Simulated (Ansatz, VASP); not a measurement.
Two plane-wave programs on BaHf3O2

```
CELL_PARAMETERS angstrom
3.06713 0.00000 0.00000
0.00000 3.06713 0.00000
0.00000 0.00000 12.38450
ATOMIC_POSITIONS crystal
Ba 0.50000 0.50000 0.50000
Hf 0.00000 0.00000 0.00000
Hf 0.00000 0.00000 0.76171
Hf 0.00000 0.00000 0.23829
O 0.50000 0.50000 0.72744
O 0.50000 0.50000 0.27256
```

Change from the starting cell: species swapped into the MgSc3Ru2 type (P4/mmm, No. 123).

Alike in both runs: functional PBE; k mesh 6 × 6 × 2; occupations gaussian, width 0.1 eV; no spin polarisation.

Ansatz relaxed the structure, and its values are those at the end. VASP's run is a single point on that final structure, the one shown.

|  | VASP | Ansatz |
| --- | --- | --- |
| version | VASP 6.6.1 | Ansatz 0.2.0 |
| potentials or method | VASP PAW PBE potentials, release 64 (Ba_sv, Hf_pv, O) | scalar-relativistic, plane waves, PAW |
| plane-wave cutoff (eV) | 520 | 420 |
| valence electrons in the cell | 52 | 100 |

```tsv
	VASP	Ansatz	Ansatz less VASP
gap on the k mesh at the Fermi level (eV)	none	none	-
pressure (GPa)	-0.1	0.0	+0.12
rms of the force components (eV/Å)	0.040	0.007	-0.0327
```

A gap of «none» marks a metal or a gap that the smearing closes. The functional is the same, so the differences come from potentials, cutoffs and numerics. The two sets of potentials don't hold the same shells in valence.

Spin-orbit coupling is left out, which matters for the levels of Ba, Hf.
